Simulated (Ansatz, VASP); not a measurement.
# KF: VASP beside Ansatz

```
K F
1.0
     3.08323    0.00771    0.00771
     0.00771    3.08323    0.00771
     0.00771    0.00771    3.08323
K F
1 1
Direct
  0.00000 0.00000 0.00000
  0.50000 0.50000 0.50000
```

Change from the starting cell: equal xy, yz and zx engineering shears of +0.5 %.

Alike in both runs: functional LDA; k mesh 8 × 8 × 8; no spin polarisation.

Ansatz relaxed the structure, and its values are those at the end. VASP's run is a single point on that final structure, the one shown.

|  | VASP | Ansatz |
| --- | --- | --- |
| version | VASP 6.6.1 | Ansatz 0.2.0 |
| potentials or method | VASP PAW LDA potentials, release 64 (K_sv, F), cutoff 520 eV | all-electron LAPW, scalar-relativistic |
| occupations | gaussian, width 0.01 eV | fixed |

```tsv
	VASP	Ansatz	Ansatz less VASP
gap on the k mesh at the Fermi level (eV)	7.20	7.21	+0.007
pressure (GPa)	0.4	0.0	-0.33
```

Ansatz ran all-electron here, so the differences hold the error of VASP's frozen core and of both bases.

A k mesh can miss the band edges.
